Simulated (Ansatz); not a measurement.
**Zone-centre phonons of SrO: input and output**

These are results of DFT r2SCAN+D3(BJ), scalar-relativistic, plane waves, PAW (Ansatz), not measurements.

Launched with:
```bash
ansatz run input.yaml --threads 1 --pin off --max-ram 2560MiB --backend cpu --events-out ev --progress --plain --runs-dir out
```

Input (bare energies are in eV):
```yaml
crystal:
  lattice:
    - [3.0879, 0.0, 0.0]
    - [0.0, 3.0879, 0.0]
    - [0.0, 0.0, 3.0879]
  atoms:
    - { symbol: Sr, position: [0.0, 0.0, 0.0] }
    - { symbol: O, position: [0.5, 0.5, 0.5] }
basis:
  ecutwfc: 500
kpoints:
  mp_grid: { grid: [8, 8, 8] }
hamiltonian:
  xc: r2scan
  dispersion: d3bj
scf:
  occupations: { method: fixed }
output:
  eigenvalues: true
phonons:
  method: dfpt
  dielectric: true
  rigid_motions: translations
  eigenvectors: true
```

Results section of the output:
```
--- Phonons (Γ-DFPT): 2 representative perturbations + reference, on 75 of 512 k-points (Σ response iterations 12) ---
  k mesh reduced under 8 symmetry operations, with k and −k counted as one. Each operation leaves every solved perturbation unchanged. A smaller set is not considered because the functional reads the kinetic-energy density
  ASR residual: 7.798e-4 → 0.000e0 eV/Å²; symmetrization residual: 3.348e-6 eV/Å²
  pairwise dispersion correction: d3bj (s6 = 1.0, s8 = 0.78981345, a1 = 0.49484001, a2_bohr = 5.73083694), with the weights of each atom's references fixed at the reference crystal's, and the forces and stress that the weights' published ...
  ASR residual per site (eV/Å²): 7.80e-4 4.40e-4
  Γ frequencies (cm⁻¹): 0.00 0.00 0.00 140.66 140.66 140.66
  ε∞ (high-frequency dielectric tensor):
        4.095516     0.000000     0.000000
        0.000000     4.095516     0.000000
        0.000000     0.000000     4.095516
  ε⁰ (static dielectric tensor: ions relaxed, cell fixed):
       45.413636     0.000000    -0.000000
        0.000000    45.413636    -0.000000
       -0.000000    -0.000000    45.413636
  ε⁰ − ε∞ (ionic part):
       41.318120     0.000000    -0.000000
        0.000000    41.318120    -0.000000
       -0.000000    -0.000000    41.318120
  softest optical mode at Γ: 140.66 cm⁻¹; the repairs (sum rule, projections) moved no ω² at Γ by more than (2.80 cm⁻¹)²
  Born effective charges Z* (e; rows j = field, columns β = displacement):
    site 0:
         2.57257    0.00000   -0.00000
         0.00000    2.57257   -0.00000
         0.00000    0.00000    2.57257
    site 1:
        -2.57257   -0.00000    0.00000
        -0.00000   -2.57257    0.00000
         0.00000    0.00000   -2.57257
  Z* charge neutrality: 7.443e-4 e pre-enforcement
  solved inside a basis spanned on kpoints, on 8×8×8 k-points, its susceptibility summed on 12×12×12: ε∞ is read to err by 1.1e-2, Z* by 1.3e-2 e (field_mesh: kpoints solves on kpoints); Z* is corrected for ...
  optical modes at Γ without the LO–TO term, one row a degenerate level:
      ω (cm⁻¹) modes IR ((D/Å)²/amu)
        140.66      3            33.8580
  optical modes at Γ + LO–TO along q̂ = [1.0000, 0.0000, 0.0000]:
      ω (cm⁻¹) modes IR ((D/Å)²/amu)
        140.66      2            22.5720
        468.41      1            11.2860
  optical modes at Γ + LO–TO along q̂ = [0.0000, 1.0000, 0.0000]:
      ω (cm⁻¹) modes IR ((D/Å)²/amu)
        140.66      2            22.5720
        468.41      1            11.2860
  optical modes at Γ + LO–TO along q̂ = [0.0000, 0.0000, 1.0000]:
      ω (cm⁻¹) modes IR ((D/Å)²/amu)
        140.66      2            22.5720
        468.41      1            11.2860
```

The run took 110 s on 1 thread of AMD EPYC 7R43 64-Core Processor (Zen 3) (shared host), peak memory 1.8 GiB.

The cell is the ideal cubic caesium chloride prototype; this isn't the usual structure of the compound.